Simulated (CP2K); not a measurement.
Tc:

```
Tc
1.0
     2.74000    0.00000    0.00000
    -1.37000    2.37291    0.00000
     0.00000    0.00000    4.39800
Tc
2
Cartesian
  1.3700 0.7910 3.2985
  0.0000 1.5819 1.0995
```

Program: CP2K 2026.2. Alike in all runs: no spin polarisation; cell as given; k mesh 11 × 11 × 6; smearing fermi-dirac 0.05 eV.

**Question.** Order these runs on this cell by their pressure, lowest first.
A. level BEEF-vdW; potentials or basis POTENTIAL_UZH Tc GTH-PBE-q15; TZVP-MOLOPT-PBE-GTH basis; basis sets Tc TZVP-MOLOPT-PBE-GTH-q15; potentials Tc GTH-PBE-q15 of POTENTIAL_UZH; CUTOFF of the grids 675 Ry
B. level PBE; potentials or basis POTENTIAL_UZH Tc GTH-SCAN-q15; DZVP-MOLOPT-SR-GTH basis; basis sets Tc DZVP-MOLOPT-SR-GTH-q15; potentials Tc GTH-SCAN-q15 of POTENTIAL_UZH; hirshfeld SHAPE_FUNCTION DENSITY; VORONOI_RADII VDW; CUTOFF of the grids 450 Ry
C. level PBEsol; potentials or basis POTENTIAL_UZH Tc GTH-PBE-q15; TZVP-MOLOPT-PBE-GTH basis; basis sets Tc TZVP-MOLOPT-PBE-GTH-q15; potentials Tc GTH-PBE-q15 of POTENTIAL_UZH; CUTOFF of the grids 675 Ry
D. level PBE; potentials or basis POTENTIAL_UZH Tc GTH-PBE0-q15; DZVP-MOLOPT-SR-GTH basis; basis sets Tc DZVP-MOLOPT-SR-GTH-q15; potentials Tc GTH-PBE0-q15 of POTENTIAL_UZH; hirshfeld SHAPE_FUNCTION DENSITY; VORONOI_RADII VDW; CUTOFF of the grids 450 Ry
E. level WC; potentials or basis POTENTIAL_UZH Tc GTH-PBE-q15; TZVP-MOLOPT-PBE-GTH basis; basis sets Tc TZVP-MOLOPT-PBE-GTH-q15; potentials Tc GTH-PBE-q15 of POTENTIAL_UZH; CUTOFF of the grids 675 Ry

**Answer.** C (-2.1 GPa), E (-0.2 GPa), D (4.6 GPa), B (6.9 GPa), A (9.1 GPa).

Caveats: the basis of atomic orbitals isn't converged, which shifts pressures, moduli and gaps; the potentials were made for another functional, which shifts forces and pressure (some runs).

Not every run made on this cell is shown here.
